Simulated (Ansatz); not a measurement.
## Is this NaI structure stable?

The cell was found from a structure generator's guess, not taken from experiment.

The calculation used DFT PBE, scalar-relativistic, plane waves, PAW (Ansatz). Cutoff 420 eV, Γ-centred 6×6×4 mesh (4-atom cell), Gaussian smearing of 0.02 eV, no spin polarisation.

```xyz
4
Lattice="5.1508 0.0000 0.0000 -2.5754 4.4607 0.0000 0.0000 0.0000 7.9732" Properties=species:S:1:pos:R:3 pbc="T T T"
Na    0.0000    2.9738    3.0427
Na    2.5754    1.4869    7.0293
I     0.0000    2.9738    7.9057
I     2.5754    1.4869    3.9191
```

The zero of energy is the elements' standard structures at the same level; no fitted shifts are applied.

Question: These tests were run: energy against the elements; phonons on a 2×2×1 q mesh; elastic tensor. What do they show?

Answer:

```tsv
test	result
energy against the elements	−1.238 eV/atom
phonons on a 2×2×1 q mesh	no imaginary mode on the mesh
elastic tensor	least eigenvalue 2 GPa
```

It fails none of these tests. Other phases of the system weren't compared here, so this isn't yet thermodynamic stability.

Spin–orbit coupling, which can matter for I, is left out. The reference form of I is held partly by dispersion forces, which this level lacks. The run for the phonons used a 6×6×4 k mesh. The run for the elastic tensor used a 6×6×4 k mesh.
